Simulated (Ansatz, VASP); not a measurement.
# Cross-check of Ge (linear Ge chain) between VASP and Ansatz

Wanted: the spread between two codes on one cell, functional and k mesh. The cell is taken from a series of runs on this material, whose earlier steps may have relaxed, scaled, displaced or heated it; both programs get it as it stands.

Program: Ansatz 0.2.0. Level of theory: plane waves, with VASP 6.6.1 beside it; single point at PBE. Results are calculated unless marked as measured.

**1. Starting point**

The cell holds 1 atom: 1 Ge. Its edges and angles: a = 7.500 Å, b = 7.500 Å, c = 3.063 Å, α = 90.0°, β = 90.0°, γ = 90.0°. Vacuum lies along a and b. The structure's axis is c.

As a file:

```xyz
1
Lattice="7.5000 0.0000 0.0000 0.0000 7.5000 0.0000 0.0000 0.0000 3.0626" Properties=species:S:1:pos:R:3
Ge    3.7500    3.7500    0.0000
```

**2. VASP: single point, PBE**

A single point gives forces, pressure and levels at one fixed geometry, so differences don't come from the geometry; what else differs is listed under the comparison.

Lines of VASP's logs that name or quote its potential files are left out, and so is its time.

The input, INCAR:

```
SYSTEM = Ge
PREC = Accurate
ENCUT = 500
EDIFF = 1E-06
NELM = 200
ISMEAR = -1
SIGMA = 0.05
LREAL = .FALSE.
ALGO = Normal
GGA = PE
NBANDS = 13
ISPIN = 2
MAGMOM = -0
LORBIT = 11
LWAVE = .FALSE.
LCHARG = .FALSE.
ISIF = 2
LASPH = .TRUE.
GGA_COMPAT = .FALSE.
```

The input, POSCAR:

```
Ge
1.0
    7.5000000000      0.0000000000      0.0000000000
    0.0000000000      7.5000000000      0.0000000000
    0.0000000000      0.0000000000      3.0625905673
Ge
1
Direct
    0.5000000000      0.5000000000      0.0000000000
```

The input, KPOINTS:

```
Automatic mesh
0
Gamma
1 1 27
0 0 0
```

The projector-augmented-wave data sets are Ge_d (PBE family, release 64).

Command:

```
mpirun -np 1 vasp_std
```

Numbers of over 12 decimals in the logs are rounded to 6 here.

Output:

```text
[banner, memory and clock lines left out]
running    1 mpi-ranks, on    1 nodes
 distrk:  each k-point on    1 cores,    1 groups
 distr:  one band on    1 cores,    1 groups

 POSCAR found type information on POSCAR Ge
 POSCAR found :  1 types and       1 ions
 LDA part: xc-table for (Slater+PW92), standard interpolation
 POSCAR, INCAR and KPOINTS ok, starting setup
 FFT: planning ... GRIDC
 FFT: planning ... GRID_SOFT
 FFT: planning ... GRID
 WAVECAR not read
 entering main loop
       N       E                     dE             d eps       ncg     rms          rms(c)
DAV:   1     0.632022856723E+02    0.63202E+02   -0.69302E+03   736   0.106E+03
DAV:   2     0.522161752705E+01   -0.57981E+02   -0.53522E+02   779   0.227E+02
DAV:   3    -0.189207953982E+01   -0.71137E+01   -0.70602E+01   871   0.790E+01
DAV:   4    -0.220461732647E+01   -0.31254E+00   -0.31217E+00   874   0.191E+01
DAV:   5    -0.222150051709E+01   -0.16883E-01   -0.16883E-01  1026   0.446E+00    0.801E-01
DAV:   6    -0.220072015350E+01    0.20780E-01   -0.10218E-02   823   0.963E-01    0.478E-01
DAV:   7    -0.218856238849E+01    0.12158E-01   -0.24917E-02   758   0.102E+00    0.919E-02
DAV:   8    -0.218894648971E+01   -0.38410E-03   -0.24071E-03   788   0.479E-01    0.459E-02
DAV:   9    -0.218890155678E+01    0.44933E-04   -0.49448E-04   758   0.140E-01    0.154E-02
DAV:  10    -0.218892590142E+01   -0.24345E-04   -0.30194E-05  1040   0.565E-02    0.108E-02
DAV:  11    -0.218897239084E+01   -0.46489E-04   -0.21393E-05   738   0.457E-02    0.592E-03
DAV:  12    -0.218899470173E+01   -0.22311E-04   -0.24705E-06   748   0.120E-02    0.304E-03
DAV:  13    -0.218901023803E+01   -0.15536E-04   -0.91498E-07   688   0.111E-02    0.162E-03
DAV:  14    -0.218902233425E+01   -0.12096E-04   -0.12697E-06   728   0.413E-03    0.792E-04
DAV:  15    -0.218902303130E+01   -0.69705E-06   -0.67494E-08   509   0.230E-03
   1 F= -.21890230E+01 E0= -.21799325E+01  d E =-.181812E-01  mag=    -0.0000
```

OUTCAR, selected parts (step 2):

```text
ion  position               nearest neighbor table
   1  0.500  0.500  0.000-

  LATTYP: Found a simple tetragonal cell.
 ALAT       =     7.5000000000
 C/A-ratio  =     0.4083454090

 Subroutine GETGRP returns: Found 16 space group operations
 (whereof 16 operations were pure point group operations)

The static configuration has the point symmetry D_4h.

 Found     14 irreducible k-points:

   k-points           NKPTS =     14   k-points in BZ     NKDIM =     14   number of bands    NBANDS=     13

   dimension x,y,z NGX =    56 NGY =   56 NGZ =   24
   dimension x,y,z NGXF=   112 NGYF=  112 NGZF=   48

   ENCUT  =  500.0 eV  36.75 Ry    6.06 a.u.  13.67 13.67  5.58*2*pi/ulx,y,z

   NELECT =      14.0000    total number of electrons

 k-points in reciprocal lattice and weights: Automatic mesh
   0.00000000  0.00000000  0.00000000       0.037
   0.00000000  0.00000000  0.03703704       0.074
   0.00000000  0.00000000  0.07407407       0.074
   0.00000000  0.00000000  0.11111111       0.074
   0.00000000  0.00000000  0.14814815       0.074
   0.00000000  0.00000000  0.18518519       0.074
   0.00000000  0.00000000  0.22222222       0.074
   0.00000000  0.00000000  0.25925926       0.074
   0.00000000  0.00000000  0.29629630       0.074
[...]
0.00000000  0.00000000  0.44444444       0.074
   0.00000000  0.00000000  0.48148148       0.074

 average (electrostatic) potential at core
       1 -82.6326

 E-fermi :  -3.1104

 spin component 1
 k-point     1 :       0.0000    0.0000    0.0000
  band No.  band energies     occupation
    ...
      4     -27.8938      1.00000
      5     -27.8938      1.00000
      6     -11.4469      1.00000
      7      -3.4644      0.99916
      8      -3.4644      0.99916
      9       0.0396      0.00000
     10       1.6251      0.00000
     11       3.1273      0.00000
     12       3.1338      0.00000
     13       3.3033      0.00000

 k-point     2 :       0.0000    0.0000    0.0370
  band No.  band energies     occupation
    ...
      4     -27.8940      1.00000
      5     -27.8940      1.00000
      6     -11.4279      1.00000
      7      -3.4452      0.99877
      8      -3.4452      0.99877
      9       0.0610      0.00000
     10       1.6469      0.00000
     11       2.9013      0.00000
     12       3.1489      0.00000
     13       3.3237      0.00000

 k-point     3 :       0.0000    0.0000    0.0741
  band No.  band energies     occupation
    ...
      4     -27.8949      1.00000
      5     -27.8949      1.00000
      6     -11.3708      1.00000
      7      -3.3880      0.99613
      8      -3.3880      0.99613
      9       0.1248      0.00000
     10       1.7124      0.00000
     11       2.3149      0.00000
     12       3.2137      0.00000
     13       3.3850      0.00000

 k-point     4 :       0.0000    0.0000    0.1111
  band No.  band energies     occupation
    ...
      4     -27.8963      1.00000
      5     -27.8963      1.00000
      6     -11.2763      1.00000
      7      -3.2933      0.97485
      8      -3.2933      0.97485
      9       0.2288      0.00000
     10       1.5539      0.00000
     11       1.8216      0.00000
     12       3.3217      0.00000
     13       3.4862      0.00000

 k-point     5 :       0.0000    0.0000    0.1481
  band No.  band energies     occupation
    ...
      4     -27.8982      1.00000
      5     -27.8982      1.00000
      6     -11.1450      1.00000
      7      -3.1623      0.73861
      8      -3.1623      0.73861
      9       0.3463      0.00000
     10       0.7548      0.00000
     11       1.9745      0.00000
     12       3.4727      0.00000
     13       3.6258      0.00000

 k-point     6 :       0.0000    0.0000    0.1852
  band No.  band energies     occupation
    ...
      2     -27.9783      1.00000
      3     -27.9004      1.00000
      4     -27.9004      1.00000
      5     -27.8972      1.00000
      6     -10.9784      1.00000
      7      -2.9970      0.09385
      8      -2.9970      0.09385
      9      -0.1650      0.00000
     10       0.6152      0.00000
     11       2.1710      0.00000
    ...

  Total        0.1494756      0.1494756     -4.4904276      0.0000000     -0.0000000     -0.0000000
  in kB        1.3901748      1.3901748    -41.7625316      0.0000000     -0.0000000     -0.0000000
  external PRESSURE =     -12.9940607 kB  Pullay stress =       0.0000000 kB

  energy-cutoff  :      500.00
  volume of cell :      172.27
      direct lattice vectors                 reciprocal lattice vectors
     7.500000000  0.000000000  0.000000000     0.133333333  0.000000000  0.000000000
     0.000000000  7.500000000  0.000000000     0.000000000  0.133333333  0.000000000
     0.000000000  0.000000000  3.062590567     0.000000000  0.000000000  0.326520956

 POSITION                                       TOTAL-FORCE (eV/Angst)
 -----------------------------------------------------------------------------------
      3.75000      3.75000      0.00000         0.000000      0.000000      0.000000
 -----------------------------------------------------------------------------------
    total drift:                                0.000000      0.000000      0.000000

  FREE ENERGIE OF THE ION-ELECTRON SYSTEM (eV)
  ---------------------------------------------------
  free  energy   TOTEN  =        -2.1890230313 eV

  energy  without entropy=       -2.1708418743  energy(sigma->0) =       -2.17993245

 total charge
# of ion       s       p       d       tot
------------------------------------------
    1        1.297   0.744   9.961  12.002

 magnetization (x)
# of ion       s       p       d       tot
------------------------------------------
    1        0.000  -0.000   0.000  -0.000

[... 6 further parts left out ...]
```

**3. Ansatz: single point, PBE**

Ansatz runs on its default PAW (the set named soft_2) files.

The same cell, functional, mesh and smearing now go to Ansatz, which takes its cutoff from its data sets.

The input, input.yaml:

```yaml
crystal:
  lattice:
    - [7.5, 0.0, 0.0]
    - [0.0, 7.5, 0.0]
    - [0.0, 0.0, 3.0625905673]
  atoms:
    - { symbol: Ge, position: [0.5, 0.5, 0.0], spin: 0.3 }
magnetization:
  spin_polarized: true
kpoints:
  mp_grid: { grid: [1, 1, 27] }
scf:
  occupations: { method: fermi_dirac, width: 0.05 }
hamiltonian:
  xc: pbe
output:
  transmission:
    e_range: [-2, 2]
    de: 0.035
    kmesh: [1, 1]
    reduced_basis: true
    leads: [[0, 0]]
  stress: true
```

Command:

```
ansatz run input.yaml --threads 4 --pin off --max-ram 8192MiB --backend cpu --events-out ev --progress --plain --runs-dir out
```

Output:

```text
Engine: ansatz 0.2.0, aarch64-unknown-linux-gnu
Pseudopotentials: kind: paw
Pseudopotential: Ge, paw, valence charge 14, recommended cutoff 420 eV (normal), Ge.paw.azcp
Functional definition: PBE
  parameter kappa = 0.804
  parameter beta = 0.066725
  exchange = pbe_x(kappa = kappa, mu = beta*pi^2/3)
  correlation = pbe_c(beta = beta)
Crystal: 1 atoms, lattice volume = 172.271 Å³
Basis set: ecut = 420 eV, 3379 PW (Γ)
Bands: 12, of which v1, the nominal top of the filled ones, is band 7 counted from 1 (6 counted from 0)
Symmetry: 16 space group operations
Space group: P4/mmm (ITA 123), of the structure as read, at distance tolerance 5.6e-5 Å
Magnetic group: BNS 123.339 (UNI 999), of the structure as read, at distance tolerance 5.6e-5 Å
k-points: 14 of 27
Non-local potential: Ge, projectors of the file, l = 0: 2, l = 1: 2, l = 2: 3, l = 3: 1
PAW form: soft (Blöchl's): semilocal exchange-correlation on the pseudo side does not see the compensation charge
PAW one-centre angular grid: Ge, 590 points (default); XC on 64 Gauss nodes
Initial density: superposition of atomic densities (neutral atoms: chi_scale 0, normalization atom)
Starting moments: Σ|m| = 0.3 μB on 1 of 1 site
Initial wavefunctions: pseudopotential atomic-orbital guess
Functional: x = pbe(κ = 0.804, μ = 0.219515), c = pbe(β = 0.066725)
iter 1 solved again at ethr=7.27e-4 eV; its pass at ethr=3.10e-3 eV (dr2=1.02e-1 eV) is discarded
SCF iter   1: F=—  HF=-4292.669951 eV  |F-HF|=—  |Δ(HF+E_count)|=         —  Δρ=1.09e-2 (↑1.09e-2 ↓1.07e-2)  dr2=1.06e-1  dr2_m=1.73e-1  M=0.075 μB ∫|m|=0.075 μB  β_m=0.30  ethr=7.27e-4  ⟨swp⟩=1.0  Hψ=2545  notcnv=0
preconditioner: auto → LDOS  [metal: Δε(μ)=0.086 eV  Ē_g=8.151 eV  σ=0.050 eV  W_gap=0.36  n_scr=12 (ndim 8)  ℏωp=5.7 eV  f_vac=0.654  D(μ)=1.92/eV (n_scr^D=8)]
spin=Collinear: LDOS preconditioning applied to the charge; magnetization (m = ρ↑ − ρ↓) channel mixes plain (no charge-response kernel on spin).
SCF iter   2: F=—  HF=-4292.659331 eV  |F-HF|=—  |Δ(HF+E_count)|=   1.06e-2  Δρ=7.70e-3 (↑7.70e-3 ↓7.63e-3)  dr2=5.97e-2  dr2_m=8.57e-2  M=0.071 μB ∫|m|=0.071 μB  β_m=0.30  ethr=7.27e-4  ⟨swp⟩=2.0  Hψ=403  notcnv=0
SCF iter   3: F=—  HF=-4292.642995 eV  |F-HF|=—  |Δ(HF+E_count)|=   1.63e-2  Δρ=5.34e-3 (↑5.17e-3 ↓5.34e-3)  dr2=3.39e-3  dr2_m=4.25e-2  M=0.076 μB ∫|m|=0.076 μB  β_m=0.30  ethr=4.26e-4  ⟨swp⟩=2.1  Hψ=535  notcnv=0
SCF iter   4: F=—  HF=-4292.648484 eV  |F-HF|=—  |Δ(HF+E_count)|=   5.49e-3  Δρ=3.71e-3 (↑3.68e-3 ↓3.71e-3)  dr2=1.74e-3  dr2_m=2.12e-2  M=0.070 μB ∫|m|=0.070 μB  β_m=0.30  ethr=2.42e-5  ⟨swp⟩=2.0  Hψ=522  notcnv=0
SCF iter   5: F=—  HF=-4292.651635 eV  |F-HF|=—  |Δ(HF+E_count)|=   3.15e-3  Δρ=2.62e-3 (↑2.62e-3 ↓2.55e-3)  dr2=1.03e-4  dr2_m=1.05e-2  M=0.068 μB ∫|m|=0.068 μB  β_m=0.30  ethr=1.24e-5  ⟨swp⟩=2.0  Hψ=532  notcnv=0
SCF iter   6: F=—  HF=-4292.652199 eV  |F-HF|=—  |Δ(HF+E_count)|=   5.65e-4  Δρ=1.84e-3 (↑1.84e-3 ↓1.81e-3)  dr2=3.30e-5  dr2_m=5.26e-3  M=0.065 μB ∫|m|=0.065 μB  β_m=0.30  ethr=7.38e-7  ⟨swp⟩=2.0  Hψ=466  notcnv=0
SCF iter   7: F=—  HF=-4292.652492 eV  |F-HF|=—  |Δ(HF+E_count)|=   2.92e-4  Δρ=1.30e-3 (↑1.28e-3 ↓1.30e-3)  dr2=2.92e-6  dr2_m=2.62e-3  M=0.063 μB ∫|m|=0.063 μB  β_m=0.30  ethr=2.35e-7  ⟨swp⟩=2.0  Hψ=553  notcnv=0
Mixer restart at iter 7: flushing history
spin-set hold released at iteration 7 (site moments contracting): the magnetisation degrees of freedom join the quasi-Newton model from the next iteration; the mixer history was flushed
SCF iter   8: F=—  HF=-4292.652617 eV  |F-HF|=—  |Δ(HF+E_count)|=   1.25e-4  Δρ=9.15e-4 (↑9.07e-4 ↓9.15e-4)  dr2=1.39e-6  dr2_m=1.31e-3  M=0.061 μB ∫|m|=0.061 μB  β_m=0.65  ethr=2.09e-8  ⟨swp⟩=1.9  Hψ=452  notcnv=0
SCF iter   9: F=—  HF=-4292.652768 eV  |F-HF|=—  |Δ(HF+E_count)|=   1.51e-4  Δρ=4.30e-5 (↑4.30e-5 ↓3.78e-5)  dr2=3.15e-7  dr2_m=2.46e-6  M=0.052 μB ∫|m|=0.052 μB  β_m=0.69  ethr=9.95e-9  ⟨swp⟩=2.0  Hψ=542  notcnv=0
SCF iter  10: F=—  HF=-4292.652777 eV  |F-HF|=—  |Δ(HF+E_count)|=   9.29e-6  Δρ=3.62e-5 (↑3.62e-5 ↓3.57e-5)  dr2=1.31e-7  dr2_m=2.01e-6  M=0.049 μB ∫|m|=0.049 μB  β_m=0.85  ethr=7.14e-10  ⟨swp⟩=5.9  Hψ=1553  notcnv=0
SCF iter  11: F=—  HF=-4292.652788 eV  |F-HF|=—  |Δ(HF+E_count)|=   1.08e-5  Δρ=3.32e-5 (↑3.32e-5 ↓3.14e-5)  dr2=6.42e-8  dr2_m=1.63e-6  M=0.044 μB ∫|m|=0.044 μB  β_m=0.92  ethr=7.14e-10  ⟨swp⟩=6.0  Hψ=1507  notcnv=0
SCF iter  12: F=—  HF=-4292.652816 eV  |F-HF|=—  |Δ(HF+E_count)|=   2.83e-5  Δρ=2.19e-5 (↑2.12e-5 ↓2.19e-5)  dr2=1.08e-8  dr2_m=7.30e-7  M=0.030 μB ∫|m|=0.030 μB  β_m=0.96  ethr=4.59e-10  ⟨swp⟩=7.0  Hψ=1734  notcnv=0
SCF iter  13: F=—  HF=-4292.652841 eV  |F-HF|=—  |Δ(HF+E_count)|=   2.45e-5  Δρ=3.53e-6 (↑2.10e-6 ↓3.53e-6)  dr2=6.58e-8  dr2_m=4.12e-9  M=0.002 μB ∫|m|=0.002 μB  β_m=0.98  ethr=7.75e-11  ⟨swp⟩=8.3  Hψ=1797  notcnv=0
SCF iter  14: F=—  HF=-4292.652841 eV  |F-HF|=—  |Δ(HF+E_count)|=   1.46e-7  Δρ=8.83e-7 (↑7.85e-7 ↓8.83e-7)  dr2=6.72e-9  dr2_m=6.35e-11  M=0.000 μB ∫|m|=0.000 μB  β_m=0.99  ethr=7.75e-11  ⟨swp⟩=5.0  Hψ=1408  notcnv=0
SCF iter  15: F=-4292.652841 eV  HF=-4292.652841 eV  |F-HF|=9.64e-11  |Δ(HF+E_count)|=   7.16e-9  Δρ=2.54e-7 (↑2.54e-7 ↓1.97e-7)  dr2=5.33e-10  dr2_m=4.48e-12  M=-0.000 μB ∫|m|=0.000 μB  ethr=4.80e-11  ⟨swp⟩=4.7  Hψ=1137  notcnv=0
SCF 1 converged in 15 iterations: F = -4292.652841 eV  dr2 = 5.33e-10
  greatest PAW one-centre occupation: 0.998 electrons in one spin orbital (limit 2), on the Ge atom at site 0 (counted from 0), in its partial waves of l = 2
WARN: the starting moments were not kept: the SCF closed with an absolute magnetisation of 2.7e-5 μB, where they sum to 0.3 μB in size (1 site). That is at most 0.1 of that sum. Measured as dr2_m measures the in/out step, that magnetisation stands 5.5e-11 eV from none, at or under the dr2_threshold of 1.0e-7 eV: it is no larger than a step whose dr2_m would equal this threshold. The system may hold no moment; this SC [...]
transmission: 8 of 48 steps passed
transmission: 12 of 48 steps passed
[...]
transmission: 48 of 48 steps passed
SCF converged after 15 iterations
Magnetization: -0.0000 μB (7.0000 up, 7.0000 down)
Absolute magnetization: 0.0000 μB (∫|ρ↑−ρ↓|, with the PAW one-centre terms)
Spin contamination: 0.0000 ħ² per cell (⟨S²⟩ above its minimum at these occupations)
Per-site moments (μB) at R_I (Å): [(-1.2481712822624353e-5, 1.263319)]
Free energy (F): -4292.652841 eV
Harris-Foulkes:  -4292.652841 eV  (|F-HF|=9.64e-11)
Internal energy: -4292.634706 eV  (E = F + TS)
E sigma→0 (E₀):  -4292.643773 eV
Entropy (-TS):   -0.018136 eV (-18.136 meV/atom)
Fermi energy:    -2.634914 eV
--- Per-component energies (eV) ---
  E_band       = -300.811858
  E_kinetic    = 106.159150
  E_local      = -4015.120897  (includes V_loc(G=0)·N_el)
  E_nonlocal   = 413.389634
  E_hartree    = 1779.092896
  E_xc         = -72.148296
  E_vxc        = -59.670675  (∫ρ·V_xc dr)
  E_paw        = -2014.828441  (= ΣΔE_a)
  E_vpaw       = -303.753949  (= ΣTr[D̂ρ^β])
  E_aug_tail   = 0.000332  (compensation charges beyond the density's cutoff)
  E_ewald      = -489.179083
  E_smearing   = -0.018136  (= −TS)
  E_closure    = 0.000000  (closes the sum)
  Σ components = -4292.652841   (vs F -4292.652841, Δ=0.00e0)
--- Stress (GPa, compression-positive) ---
        0.154786       0.000000       0.000000
        0.000000       0.154786       0.000000
        0.000000       0.000000      -4.168928
  P = ⅓ Tr σ = -1.2865 GPa (-12.865 kbar)
--- Band table (eV; the first three rows and the last of 28) ---
  k-point 0 ↑: bands = [... 3 lower, -27.4106, -27.4106, -10.9716, -2.9887, -2.9887, 0.5152, 2.0988, 3.5990, ... 1 higher]
  k-point 1 ↑: bands = [... 3 lower, -27.4109, -27.4109, -10.9526, -2.9696, -2.9696, 0.5366, 2.1206, 3.3761, ... 1 higher]
  k-point 2 ↑: bands = [... 3 lower, -27.4117, -27.4117, -10.8956, -2.9123, -2.9123, 0.6005, 2.1861, 2.7889, ... 1 higher]
  k-point 13 ↓: bands = [... 3 lower, -27.4325, -27.3673, -8.6873, -4.4507, -0.8178, -0.8178, 3.8114, 3.8114, ... 1 higher]
--- Transmission ---
  basis      : 497 plane waves across, 4 finite elements along
  points     : 1, standing for a mesh of 1 x 1
  filling    : by the input's occupations and mesh, since the crystals that have channels conduct as metals do. If one of these is a semiconductor, that mesh has misplaced its level
  energies   : 115 from -2.000000 to 1.990000 eV about the Fermi level, 0.035000 eV apart; the leads are filled to 0.000000 eV, and channels, transmission and decay are at -0.005000 eV
  crystal 0  : Ge1, at the sites [0, 0], period 3.0626 Å: whole cells are its period
    offset         : up to 0.0000 Å between an atom of the period and one for which it stands
    filled         : 13.3 meV under the level at which it is neutral
    channels       : 3.000000e0 up, 3.000000e0 down
    conductance    : 4.1323e14 S/m² at 300 K; may be off by some 0.0 % by where its bands' edges are placed, 0.0 % from the distance to neutral
```

**4. Comparison**

Known differences besides the potentials themselves: the cutoff is 420 eV in Ansatz and 500 eV in VASP. Total energies have different zeros and are not compared.

The two programs side by side:

| quantity | Ansatz | VASP | difference |
| --- | --- | --- | --- |
| pressure (GPa) | -1.29 | -1.30 | +0.01 |

**5. Summary of results**

| Quantity | Value |
| --- | --- |
| difference in pressure (single point, PBE) | 0.013 GPa |

What this shows: The difference in pressure is 0.013 GPa (single point, PBE), within the 1 GPa picked in this series as the mark of a large difference. How closely two codes agree says nothing of how well the functional describes the real material.

[Lines on the potential files, build, host, timing and source positions are cut from VASP's logs without a mark.]

[Logs are printed without paths, hosts, clocks, repeated set-up lines and the standing remarks that a program may print on its own settings, such as how far it seeks lower states.]

[Hosts, paths, dates, database ids (printed as entryN), source tags and the programs' standing remarks are cut or masked in the printed files.]
